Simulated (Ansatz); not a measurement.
The system is SiNi3.

```
Ni Si
1.0
     3.54200    0.00000    0.00000
     0.00000    3.54200    0.00000
     0.00000    0.00000    3.54200
Ni Si
3 1
Direct
  0.50000 0.50000 0.00000
  0.50000 0.00000 0.50000
  0.00000 0.50000 0.50000
  0.00000 0.00000 0.00000
```

Alike in all runs: program Ansatz 0.2.0; functional PBE; potentials or basis Ansatz PAW; cutoff 420 eV (not typed: the program's choice for these potentials); k mesh 6 × 6 × 6; occupations fermi-dirac, width 0.05 eV.

Task: Only the start or the spin constraint differs. Which run ends lowest in energy?
A. collinear spin, program default start; fixed moment 0
B. collinear spin, ferromagnetic start of up to 1.27 μB; fixed moment 3.8
C. collinear spin, ferromagnetic start of up to 0.27 μB; fixed moment 0.8
D. collinear spin, ferromagnetic start of up to 0.5 μB; fixed moment 1.5
E. collinear spin, ferromagnetic start of up to 1 μB; fixed moment 3
F. collinear spin, ferromagnetic start of up to 0.73 μB; fixed moment 2.2

Result: A.

```tsv
start	free energy over the lowest (meV/atom)	net moment (μB)	site or absolute moments (μB)	gap
collinear spin, ferromagnetic start of up to 1.5 μB; fixed moment 4.5	759.6	4.50	Ni +1.24; Si +0.38	-
collinear spin, ferromagnetic start of up to 0.27 μB; fixed moment 0.8	24.5	0.80	Ni +0.28; Si -0.00	-
collinear spin, ferromagnetic start of up to 1 μB; fixed moment 3	286.2	3.00	Ni +0.91; Si +0.15	-
collinear spin, ferromagnetic start of up to 0.73 μB; fixed moment 2.2	147.7	2.20	Ni +0.71; Si +0.06	-
collinear spin, program default start; fixed moment 0	0.0	0.00	-	-
collinear spin, ferromagnetic start of up to 1.27 μB; fixed moment 3.8	500.6	3.80	Ni +1.09; Si +0.27	-
collinear spin, ferromagnetic start of up to 2 μB; fixed moment 6	1555.5	6.00	Ni +1.58; Si +0.55	-
collinear spin, ferromagnetic start of up to 0.5 μB; fixed moment 1.5	67.1	1.50	Ni +0.51; Si +0.02	-
```

All polarised runs hold their moment fixed, so the table maps the energy against it. A still lower state may exist.

Caveats: the total moment is fixed, so each spin has its own Fermi level.
